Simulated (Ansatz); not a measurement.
# ZnS (Wurtzite-4H) (P6_3mc) in Ansatz: notebook

The runs below take ZnS (Wurtzite-4H) through single point, equation of state, with SVWN5.

Program: Ansatz 0.2.0. These are calculated values, not measurements. Logs are shortened: lines on timing, memory, paths and dates and some standing lists are left out, and cuts for length are marked.

## Step 1: Starting point

Symmetry: P6_3mc, No. 186, hexagonal system. The conventional cell has a = 3.823 Å, b = 3.823 Å, c = 12.520 Å, α = 90.00°, β = 90.00°, γ = 120.00°. Zn (site symmetry 3m) is surrounded by 4 S at 2.34 to 2.35 Å. Zn (site symmetry 3m) has 4 S at 2.34 to 2.35 Å as nearest neighbours. S (site symmetry 3m) has 4 Zn at 2.34 to 2.35 Å as nearest neighbours. S (site symmetry 3m) is surrounded by 4 Zn at 2.34 to 2.35 Å.

## Step 2: Single point, SVWN5, 18.62 Å³/atom (volume scaled by 0.94)

Contents of input.yaml:

```yaml
crystal:
  lattice:
    - [3.7446638178, 0.0, 0.0]
    - [-1.8723319089, 3.2429739948, 0.0]
    - [0.0, 0.0, 12.2644180811]
  atoms:
    - { symbol: Zn, position: [0.6666666667, 0.3333333333, 0.75] }
    - { symbol: Zn, position: [0.3333333333, 0.6666666667, 0.25] }
    - { symbol: Zn, position: [0.0, 0.0, 0.5] }
    - { symbol: Zn, position: [0.0, 0.0, 0.0] }
    - { symbol: S, position: [0.6666666667, 0.3333333333, 0.9375] }
    - { symbol: S, position: [0.3333333333, 0.6666666667, 0.4375] }
    - { symbol: S, position: [0.0, 0.0, 0.6875] }
    - { symbol: S, position: [0.0, 0.0, 0.1875] }
hamiltonian:
  xc: { exchange: slater, correlation: vwn5 }
  pseudopotentials: { kind: paw }
kpoints:
  mp_grid: { grid: [8, 8, 3] }
scf:
  occupations: { method: fermi_dirac, width: 0.05 }
output:
  forces: true
  stress: true
  eigenvalues: true
  write_density: true
  write_potential: true
  elf: true
  volumetric_format: npy
```

Potentials or basis: Ansatz PAW.

Command:

```
$ ansatz run input.yaml --threads 2 --pin off --max-ram 5120MiB --backend cpu --events-out ev --progress --plain --runs-dir out
```

The program printed:

```text
Warning: RAYON_NUM_THREADS=2 ignored (pool sized by the plan → 2); use --threads N
Engine: ansatz 0.2.0, aarch64-unknown-linux-gnu
Pseudopotentials: kind: paw
Pseudopotential: Zn, paw, valence charge 12, recommended cutoff 420 eV (normal), Zn.paw.azcp
Pseudopotential: S, paw, valence charge 6, recommended cutoff 420 eV (normal), S.paw.azcp
Functional definition: unnamed
  exchange = slater_x
  correlation = vwn5_c
Crystal: 8 atoms, lattice volume = 148.937 Å³
Basis set: ecut = 420 eV, 2921 PW (Γ)
Bands: 44, of which v1, the nominal top of the filled ones, is band 36 counted from 1 (35 counted from 0)
Symmetry: 12 space group operations
Space group: P63mc (ITA 186), of the structure as read, at distance tolerance 5.3e-5 Å
k-points: 20 of 192 (time reversal used)
Non-local potential: Zn, projectors of the file, l = 0: 2, l = 1: 2, l = 2: 3, l = 3: 1
Non-local potential: S, projectors of the file, l = 0: 2, l = 1: 2, l = 2: 2
PAW form: soft (Blöchl's): semilocal exchange-correlation on the pseudo side does not see the compensation charge
PAW frozen core: Zn, regenerated for the run's functional, and the local potential with it (the file was generated under x = pbe(κ = 0.804, μ = 0.2195149727645171), c = pbe(β = 0.06672455060314922))
PAW frozen core: S, regenerated for the run's functional, and the local potential with it (the file was generated under x = pbe(κ = 0.804, μ = 0.2195149727645171), c = pbe(β = 0.06672455060314922))
PAW one-centre angular grid: Zn, 590 points (default); XC on 64 Gauss nodes
PAW one-centre angular grid: S, 110 points (default); XC on 64 Gauss nodes
Initial density: superposition of atomic densities (neutral atoms: chi_scale 0, normalization atom), corrected by the library's trained network
Initial wavefunctions: pseudopotential atomic-orbital guess
Functional: x = slater, c = vwn5
SCF iter   1: F=—  HF=-16471.735878 eV  |F-HF|=—  |Δ(HF+E_count)|=         —  Δρ=6.99e-3  dr2=6.46e-2  ethr=1.77e-3  ⟨swp⟩=9.4  Hψ=4267  notcnv=0
preconditioner: auto → Resta (q_TF=auto, 2.417 Å⁻¹)  ε∞=6.7  [insulator: Δε(μ)=2.093 eV  Ē_g=10.819 eV  σ=0.050 eV  W_gap=1.00  n_scr=38 (ndim 8)  ℏωp=25.8 eV  f_vac=0.024  D(μ)=0.00/eV (n_scr^D=0)  ε∞_Penn≈6.7]
SCF iter   2: F=—  HF=-16471.719375 eV  |F-HF|=—  |Δ(HF+E_count)|=   1.65e-2  Δρ=3.26e-3  dr2=1.71e-2  ethr=8.97e-5  ⟨swp⟩=2.2  Hψ=1706  notcnv=0  defer=4
SCF iter   3: F=—  HF=-16471.715870 eV  |F-HF|=—  |Δ(HF+E_count)|=   3.50e-3  Δρ=2.21e-3  dr2=3.69e-3  ethr=2.38e-5  ⟨swp⟩=2.0  Hψ=1573  notcnv=0  defer=4
SCF iter   4: F=—  HF=-16471.713837 eV  |F-HF|=—  |Δ(HF+E_count)|=   2.03e-3  Δρ=4.45e-4  dr2=2.20e-4  ethr=5.13e-6  ⟨swp⟩=2.0  Hψ=1470  notcnv=0  defer=4
SCF iter   5: F=—  HF=-16471.713824 eV  |F-HF|=—  |Δ(HF+E_count)|=   1.30e-5  Δρ=8.73e-5  dr2=1.86e-5  ethr=3.05e-7  ⟨swp⟩=2.4  Hψ=1522  notcnv=0  defer=4
SCF iter   6: F=—  HF=-16471.713826 eV  |F-HF|=—  |Δ(HF+E_count)|=   1.21e-6  Δρ=3.70e-5  dr2=1.92e-6  ethr=2.58e-8  ⟨swp⟩=2.2  Hψ=1518  notcnv=0  defer=4
SCF iter   7: F=—  HF=-16471.713826 eV  |F-HF|=—  |Δ(HF+E_count)|=   4.64e-7  Δρ=1.39e-5  dr2=1.79e-7  ethr=2.67e-9  ⟨swp⟩=2.0  Hψ=1456  notcnv=0  defer=4
SCF iter   8: F=-16471.713826 eV  HF=-16471.713826 eV  |F-HF|=6.84e-8  |Δ(HF+E_count)|=   6.45e-8  Δρ=7.19e-6  dr2=4.82e-8  ethr=1.39e-10  ⟨swp⟩=12.7  Hψ=6466  notcnv=0
SCF 1 converged in 8 iterations: F = -16471.713826 eV  dr2 = 4.82e-8
SCF converged after 8 iterations
Free energy (F): -16471.713826 eV
Harris-Foulkes:  -16471.713826 eV  (|F-HF|=6.84e-8)
Internal energy: -16471.713826 eV  (E = F + TS)
E sigma→0 (E₀):  -16471.713826 eV
Fermi energy:    7.400620 eV
--- Per-component energies (eV) ---
  E_band       = 33.374039
  E_kinetic    = 960.903113
  E_local      = -8038.038273  (includes V_loc(G=0)·N_el)
  E_nonlocal   = 2584.032356
  E_hartree    = 3353.959966
  E_xc         = -930.666277
  E_vxc        = -569.375177  (∫ρ·V_xc dr)
  E_paw        = -9300.597598  (= ΣΔE_a)
  E_vpaw       = -1612.067027  (= ΣTr[D̂ρ^β])
  E_aug_tail   = -0.001469  (compensation charges beyond the density's cutoff)
  E_ewald      = -5108.156611
  E_core_change = 6.850968  (= ΣΔE_core)
  E_smearing   = -0.000000  (= −TS)
  E_closure    = 0.000000  (closes the sum)
  Σ components = -16471.713826   (vs F -16471.713826, Δ=0.00e0)
--- Forces (eV/Å), atoms counted from 1 ---
  atom   1  Zn     0.00000000     0.00000000     0.00704012
  atom   2  Zn     0.00000000    -0.00000000     0.00704012
  atom   3  Zn     0.00000000     0.00000000     0.03516233
  atom   4  Zn     0.00000000    -0.00000000     0.03516233
  atom   5  S      0.00000000     0.00000000     0.01244912
  atom   6  S      0.00000000    -0.00000000     0.01244912
  atom   7  S      0.00000000    -0.00000000    -0.05464628
  atom   8  S      0.00000000     0.00000000    -0.05464628
  max |Σ_I F_I| component: 1.06e-5 eV/Å
--- Stress (GPa, compression-positive) ---
       -0.194301       0.000000      -0.000000
       -0.000000      -0.194301       0.000000
        0.000000       0.000000      -0.319323
  P = ⅓ Tr σ = -0.2360 GPa (-2.360 kbar)
--- Band table (eV; the first three rows and the last of 20) ---
  k-point 0: bands = ["-7.2736", "-6.8007", "-6.7890", "-6.2110", "-0.4472", "-0.4426", "-0.4426", "-0.4342", "-0.4191", "-0.4013", "-0.4013", "-0.3741", "-0.3741", "-0.3362", "-0.3362", "0.0779", "0.0779", "0.0861", "0.0861", "0.1212", "0.1212", "0.1396", "0.1396", "0.3057", "0.5237", "3.2197", "3.2394", "5.3160", "5.3160", "5.7588", "5.7588", "5.7786", "5.7786", "6.2429", "6.2891", "6.2891", "8.4443", "9.3748", "9.6252", "9.8817", "12.4132", "12.4132", "12.5336", "12.7372"]
  k-point 1: bands = ["-7.2141", "-7.0446", "-6.5194", "-6.2975", "-0.4552", "-0.4517", "-0.4354", "-0.4354", "-0.4170", "-0.4170", "-0.3594", "-0.3594", "-0.3426", "-0.3426", "-0.3174", "-0.0653", "0.0801", "0.0801", "0.0842", "0.0842", "0.1258", "0.1258", "0.1350", "0.1350", "1.1451", "2.0970", "4.4507", "5.3738", "5.3738", "5.5358", "5.5358", "5.6134", "6.0181", "6.0181", "6.2139", "6.2139", "8.9545", "9.4324", "9.5154", "9.6880", "12.4218", "12.4423", "12.5012", "12.5012"]
  k-point 2: bands = ["-7.1560", "-6.7025", "-6.6907", "-6.1450", "-0.4622", "-0.4528", "-0.4331", "-0.4231", "-0.4195", "-0.3728", "-0.3629", "-0.3473", "-0.3455", "-0.3247", "-0.3019", "0.0554", "0.0622", "0.0676", "0.0943", "0.0961", "0.1195", "0.1230", "0.1466", "0.3714", "0.6865", "3.1851", "3.2044", "4.4861", "5.0391", "5.0439", "5.0886", "5.3915", "5.5473", "5.5597", "6.0932", "6.1445", "9.2600", "10.1045", "10.3075", "10.5986", "11.9152", "12.0311", "12.2656", "12.7061"]
  k-point 19: bands = ["-6.0259", "-5.9928", "-5.9127", "-5.8867", "-0.3884", "-0.3778", "-0.2926", "-0.2641", "-0.2460", "-0.2296", "-0.1780", "-0.1450", "-0.0493", "-0.0400", "-0.0020", "0.0238", "0.0737", "0.0816", "0.1084", "0.1275", "0.3400", "0.3725", "0.4344", "0.4621", "1.1513", "1.2068", "1.4426", "1.5145", "2.6802", "2.8023", "3.3778", "3.5743", "3.8869", "4.2949", "4.6484", "4.6553", "10.4696", "10.5248", "11.0715", "11.5889", "12.1314", "12.2366", "12.4665", "12.8717"]
```

It took 8.7 s on 2 threads of Arm Neoverse V2, shared host; peak memory 0.4 GiB.

What came out:

* Free energy: -16471.7138 eV
* Pressure: -0.2 GPa
* Largest force: 0.055 eV/Å
* Band gap on the k mesh: 2.16 eV, direct

Caveat: odd divisions of the mesh miss points on the zone boundary, where band edges often lie, so the gap on the mesh can be too wide; the PAW data sets come from PBE, with cores solved anew for the run's functional, which leaves a small shift of forces and pressure.

## Step 3: Single point, SVWN5, 19.01 Å³/atom (volume scaled by 0.96)

Edit input.yaml of step 2 so:

```diff
@@ -2,5 +2,5 @@
   lattice:
-    - [3.7446638178, 0.0, 0.0]
-    - [-1.8723319089, 3.2429739948, 0.0]
-    - [0.0, 0.0, 12.2644180811]
+    - [3.7710355586, 0.0, 0.0]
+    - [-1.8855177793, 3.2658125923, 0.0]
+    - [0.0, 0.0, 12.3507900682]
   atoms:
```

Potentials or basis: Ansatz PAW.

Command:

```
$ ansatz run input.yaml --threads 2 --pin off --max-ram 5120MiB --backend cpu --events-out ev --progress --plain --runs-dir out
```

Run time: 8.5 s. Hardware: 2 threads of Arm Neoverse V2, shared host; peak memory 0.4 GiB.

The run converged. Its results:

| Item | Value |
| --- | --- |
| Free energy | -16471.6918 eV |
| Pressure | -2.0 GPa |
| Largest force | 0.049 eV/Å |
| Band gap on the k mesh | 2.06 eV, direct |

Caveat: odd divisions of the mesh miss points on the zone boundary, where band edges often lie, so the gap on the mesh can be too wide; the PAW data sets come from PBE, with cores solved anew for the run's functional, which leaves a small shift of forces and pressure.

## Step 4: Single point, SVWN5, 19.41 Å³/atom (volume scaled by 0.98)

Edit input.yaml of step 3 so:

```diff
@@ -2,5 +2,5 @@
   lattice:
-    - [3.7710355586, 0.0, 0.0]
-    - [-1.8855177793, 3.2658125923, 0.0]
-    - [0.0, 0.0, 12.3507900682]
+    - [3.7970435223, 0.0, 0.0]
+    - [-1.8985217611, 3.2883361495, 0.0]
+    - [0.0, 0.0, 12.4359706225]
   atoms:
@@ -25,5 +25 @@
   eigenvalues: true
-  write_density: true
-  write_potential: true
-  elf: true
-  volumetric_format: npy
```

Command:

```
$ ansatz run input.yaml --threads 2 --pin off --max-ram 5120MiB --backend cpu --events-out ev --progress --plain --runs-dir out
```

Wall time 5.9 s (2 threads of Arm Neoverse V2, shared host); peak memory 0.39 GiB.

It converged, with:

| Item | Value |
| --- | --- |
| Free energy | -16471.6379 eV |
| Pressure | -3.5 GPa |
| Largest force | 0.044 eV/Å |
| Band gap on the k mesh | 1.97 eV, direct |

Caveat: odd divisions of the mesh miss points on the zone boundary, where band edges often lie, so the gap on the mesh can be too wide; the PAW data sets come from PBE, with cores solved anew for the run's functional, which leaves a small shift of forces and pressure.

## Step 5: Single point, SVWN5, 19.81 Å³/atom

Edit input.yaml of step 4 so:

```diff
@@ -2,5 +2,5 @@
   lattice:
-    - [3.7970435223, 0.0, 0.0]
-    - [-1.8985217611, 3.2883361495, 0.0]
-    - [0.0, 0.0, 12.4359706225]
+    - [3.8227, 0.0, 0.0]
+    - [-1.91135, 3.310555311, 0.0]
+    - [0.0, 0.0, 12.52]
   atoms:
```

Command:

```
$ ansatz run input.yaml --threads 2 --pin off --max-ram 5120MiB --backend cpu --events-out ev --progress --plain --runs-dir out
```

Wall time 5.8 s (2 threads of Arm Neoverse V2, shared host); peak memory 0.4 GiB.

The run converged. Its results:

```yaml
Free_energy: -16471.5554 eV
Pressure: -4.8 GPa
Largest_force: 0.039 eV/Å
Band_gap_on_the_k_mesh: 1.88 eV, direct
```

Caveat: odd divisions of the mesh miss points on the zone boundary, where band edges often lie, so the gap on the mesh can be too wide; the PAW data sets come from PBE, with cores solved anew for the run's functional, which leaves a small shift of forces and pressure.

## Step 6: Single point, SVWN5, 20.20 Å³/atom (volume scaled by 1.02)

Edit input.yaml of step 5 so:

```diff
@@ -2,5 +2,5 @@
   lattice:
-    - [3.8227, 0.0, 0.0]
-    - [-1.91135, 3.310555311, 0.0]
-    - [0.0, 0.0, 12.52]
+    - [3.8480166318, 0.0, 0.0]
+    - [-1.9240083159, 3.3324801573, 0.0]
+    - [0.0, 0.0, 12.6029163237]
   atoms:
@@ -25 +25,5 @@
   eigenvalues: true
+  write_density: true
+  write_potential: true
+  elf: true
+  volumetric_format: npy
```

Potentials or basis: Ansatz PAW.

Command:

```
$ ansatz run input.yaml --threads 2 --pin off --max-ram 5120MiB --backend cpu --events-out ev --progress --plain --runs-dir out
```

Wall time 8.4 s (2 threads of Arm Neoverse V2, shared host); peak memory 0.41 GiB.

Results (log left out):

```yaml
Free_energy: -16471.4475 eV
Pressure: -6.0 GPa
Largest_force: 0.034 eV/Å
Band_gap_on_the_k_mesh: 1.79 eV, direct
```

Caveat: odd divisions of the mesh miss points on the zone boundary, where band edges often lie, so the gap on the mesh can be too wide; the PAW data sets come from PBE, with cores solved anew for the run's functional, which leaves a small shift of forces and pressure.

## Step 7: Single point, SVWN5, 20.60 Å³/atom (volume scaled by 1.04)

Edit input.yaml of step 6 so:

```diff
@@ -2,5 +2,5 @@
   lattice:
-    - [3.8480166318, 0.0, 0.0]
-    - [-1.9240083159, 3.3324801573, 0.0]
-    - [0.0, 0.0, 12.6029163237]
+    - [3.873004453, 0.0, 0.0]
+    - [-1.9365022265, 3.3541202452, 0.0]
+    - [0.0, 0.0, 12.6847557358]
   atoms:
@@ -25,5 +25 @@
   eigenvalues: true
-  write_density: true
-  write_potential: true
-  elf: true
-  volumetric_format: npy
```

Command:

```
$ ansatz run input.yaml --threads 2 --pin off --max-ram 5120MiB --backend cpu --events-out ev --progress --plain --runs-dir out
```

It took 6 s on 2 threads of Arm Neoverse V2, shared host; peak memory 0.4 GiB.

The run converged. Its results:

| Item | Value |
| --- | --- |
| Free energy | -16471.3170 eV |
| Pressure | -7.1 GPa |
| Largest force | 0.030 eV/Å |
| Band gap on the k mesh | 1.70 eV, direct |

Caveat: odd divisions of the mesh miss points on the zone boundary, where band edges often lie, so the gap on the mesh can be too wide; the PAW data sets come from PBE, with cores solved anew for the run's functional, which leaves a small shift of forces and pressure.

## Step 8: Single point, SVWN5, 20.99 Å³/atom (volume scaled by 1.06)

Edit input.yaml of step 7 so:

```diff
@@ -2,5 +2,5 @@
   lattice:
-    - [3.873004453, 0.0, 0.0]
-    - [-1.9365022265, 3.3541202452, 0.0]
-    - [0.0, 0.0, 12.6847557358]
+    - [3.8976739363, 0.0, 0.0]
+    - [-1.9488369681, 3.3754846444, 0.0]
+    - [0.0, 0.0, 12.7655525367]
   atoms:
```

Command:

```
$ ansatz run input.yaml --threads 2 --pin off --max-ram 5120MiB --backend cpu --events-out ev --progress --plain --runs-dir out
```

Wall time 6.1 s (2 threads of Arm Neoverse V2, shared host); peak memory 0.4 GiB.

Results (log left out):

```
Free energy            : -16471.1665 eV
Pressure               : -8.1 GPa
Largest force          : 0.026 eV/Å
Band gap on the k mesh : 1.62 eV, direct
```

Caveat: odd divisions of the mesh miss points on the zone boundary, where band edges often lie, so the gap on the mesh can be too wide; the PAW data sets come from PBE, with cores solved anew for the run's functional, which leaves a small shift of forces and pressure.

## Step 9: Equation of state, SVWN5

Potentials or basis: Ansatz PAW.

No new run: the results of the series are fitted here.

Results:

```
Equilibrium volume                        : 18.57 Å³/atom (rough: see the caveat)
Bulk modulus at fixed shape and positions : 86 GPa (rough)
```

Energy against volume, from the lowest point:
```
volume (Å³/atom)  energy (meV/atom)
          18.617               0.00
          19.013               2.75
          19.409               9.49
          19.805              19.81
          20.202              33.29
          20.598              49.60
          20.994              68.42
```

Caveat: the minimum lies outside the volumes run; the cell was scaled at fixed shape and fractional positions, which overstates the stiffness of a crystal with free parameters, most of all of layers and chains.
